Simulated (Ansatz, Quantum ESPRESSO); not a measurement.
This is a calculation of Sr (Strontium) for Ansatz 0.2.0. 

The input input.yaml:

```yaml
crystal:
  lattice:
    - [0.0, 3.04235, 3.04235]
    - [3.04235, 0.0, 3.04235]
    - [3.04235, 3.04235, 0.0]
  atoms:
    - { symbol: Sr, position: [0.0, 0.0, 0.0] }
hamiltonian:
  xc: pbesol
  pseudopotentials: { kind: paw }
kpoints:
  mp_grid: { grid: [8, 8, 8] }
scf:
  occupations: { method: fermi_dirac, width: 0.05 }
output:
  forces: true
  stress: true
  eigenvalues: true
```

Potentials or basis: Ansatz PAW.

Launch:

```bash
$ ansatz run input.yaml --threads 1 --pin off --max-ram 3584MiB --backend cpu --events-out ev --progress --plain --runs-dir out
```

Q: Translate it to Quantum ESPRESSO 7.5. Potentials or basis there: GBRV 1.5 PBEsol, cutoff 612 eV.

A: As run (cutoffs and basis follow the program's own potentials, and thresholds, step limits or extra output files can differ):

pw.in

```
&CONTROL
  calculation = 'scf'
  prefix = 'pwscf'
  outdir = './tmp'
  pseudo_dir = './pseudo'
  tprnfor = .true.
  tstress = .true.
  disk_io = 'low'
/
&SYSTEM
  ibrav = 0
  nat = 1
  ntyp = 1
  ecutwfc = 45
  ecutrho = 360
  nbnd = 10
  occupations = 'smearing'
  smearing = 'fd'
  degauss = 0.00367493
/
&ELECTRONS
  conv_thr = 2d-10
  electron_maxstep = 120
  mixing_beta = 0.5
/
ATOMIC_SPECIES
Sr    87.6200 sr_pbesol_v1.uspp.F.UPF
CELL_PARAMETERS angstrom
   0.0000000000    3.0423500000    3.0423500000
   3.0423500000    0.0000000000    3.0423500000
   3.0423500000    3.0423500000    0.0000000000
ATOMIC_POSITIONS crystal
Sr     0.0000000000    0.0000000000    0.0000000000
K_POINTS automatic
8 8 8 0 0 0
```

pp_density.in

```
&INPUTPP
  prefix = 'pwscf'
  outdir = './tmp'
  filplot = 'density.dat'
  plot_num = 0
/
&PLOT
  nfile = 1
  filepp(1) = 'density.dat'
  iflag = 3
  output_format = 6
  fileout = 'density.cube'
/
```

The input pp_potential.in:

```
&INPUTPP
  prefix = 'pwscf'
  outdir = './tmp'
  filplot = 'potential.dat'
  plot_num = 11
/
&PLOT
  nfile = 1
  filepp(1) = 'potential.dat'
  iflag = 3
  output_format = 6
  fileout = 'potential.cube'
/
```

Potentials or basis: GBRV 1.5 PBEsol.

Run with:

```console
$ OMP_NUM_THREADS=1 mpirun -n 2 pw.x -nk 2 -in pw.in > pw.out
$ OMP_NUM_THREADS=1 mpirun -n 1 pp.x -in pp_density.in > pp_density.out
$ OMP_NUM_THREADS=1 mpirun -n 1 pp.x -in pp_potential.in > pp_potential.out
```

Both were run:

|  | Ansatz | Quantum ESPRESSO |
| --- | --- | --- |
| Pressure | -0.9 GPa | -0.9 GPa |

Ansatz's pressure holds a Pulay term of +0.00 GPa for its cutoff of 420 eV, which the other run lacks.

Ansatz's potentials were made for PBE.

Where Ansatz's input types no cutoff or centring, it takes its own default and a Γ-centred mesh.

Pressure is positive in compression.
